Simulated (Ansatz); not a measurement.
V2O5: what each run costs

Cell: 14 atoms, space group Pmmn, a = 3.545 Å, b = 11.498 Å, c = 4.345 Å, α = 90.00°, β = 90.00°, γ = 90.00°.

All runs are DFT with Ansatz 0.2.0 on 1 thread of Intel Xeon 6975P-C (Granite Rapids) (x86_64; 16 cores open to the job, memory cap 3.0 GiB, no GPU), a shared host.

Q: Rank the runs by wall time, shortest first.
A. single point, PBE, gradients read without the response of the cores, 420 eV, 6×2×5 k-points, smearing 0.02 eV
B. single point at relaxed positions, r2SCAN, gradients read without the response of the cores, 500 eV, 6×2×5 k-points, smearing 0.02 eV
C. relaxation of the ions, PBE, gradients read without the response of the cores, 420 eV, 6×2×5 k-points, smearing 0.02 eV

A: A (12 s, 0.57 GiB), B (23 s, 0.93 GiB), C (36 s, 0.62 GiB).
